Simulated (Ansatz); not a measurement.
# Pd: the cost of one run

Computed with Ansatz 0.2.0 (DFT PBEsol, scalar-relativistic, plane waves, PAW, unless a step's input says otherwise).

**1. The starting structure**

It takes space group P4/mmm (No. 123, tetragonal). Conventional cell: a = 2.751 Å, b = 2.751 Å, c = 32.560 Å, α = 90.00°, β = 90.00°, γ = 90.00°. Around Pd (site symmetry 4mm) lie 8 Pd at 2.75 Å. Around Pd (site symmetry 4mm) lie 12 Pd at 2.75 Å. Pd (site symmetry 4/mmm) has 12 Pd at 2.75 Å as nearest neighbours.

Structure file:

```
CELL_PARAMETERS angstrom
2.75065 0.00000 0.00000
0.00000 2.75065 0.00000
0.00000 0.00000 32.56000
ATOMIC_POSITIONS crystal
Pd 0.00000 0.00000 0.26106
Pd 0.50000 0.50000 0.32079
Pd 0.00000 0.00000 0.38053
Pd 0.50000 0.50000 0.44026
Pd 0.00000 0.00000 0.50000
Pd 0.50000 0.50000 0.55974
Pd 0.00000 0.00000 0.61947
Pd 0.50000 0.50000 0.67921
Pd 0.00000 0.00000 0.73894
```

**2. Relaxing the atoms: Pd9 slab, no spin**

Input file input.yaml:

```yaml
crystal:
  lattice:
    - [2.7506453788, 0.0, 0.0]
    - [0.0, 2.7506453788, 0.0]
    - [0.0, 0.0, 32.56]
  atoms:
    - { symbol: Pd, position: [0.0, 0.0, 0.2610565111] }
    - { symbol: Pd, position: [0.5, 0.5, 0.3207923833] }
    - { symbol: Pd, position: [0.0, 0.0, 0.3805282555] }
    - { symbol: Pd, position: [0.5, 0.5, 0.4402641278] }
    - { symbol: Pd, position: [0.0, 0.0, 0.5] }
    - { symbol: Pd, position: [0.5, 0.5, 0.5597358722] }
    - { symbol: Pd, position: [0.0, 0.0, 0.6194717445] }
    - { symbol: Pd, position: [0.5, 0.5, 0.6792076167] }
    - { symbol: Pd, position: [0.0, 0.0, 0.7389434889] }
scf:
  occupations: { method: gaussian, width: 0.1 }
output:
  forces: true
  stress: false
  write_density: true
  write_potential: true
  elf: true
  volumetric_format: npy
hamiltonian:
  xc: pbesol
efield:
  axis: 3
  dipole_correction: true
kpoints:
  mp_grid: { grid: [16, 16, 1] }
relax:
  f_tol: 0.003
```

Launch:

```bash
> ansatz run input.yaml --threads 4 --pin off --max-ram 8192MiB --backend cpu --events-out ev --progress --plain --runs-dir out
```

Q: Estimate wall time and peak memory on 4 threads of Arm Neoverse N1, shared host.

About 4.1 min, with a peak of 1.4 GiB.
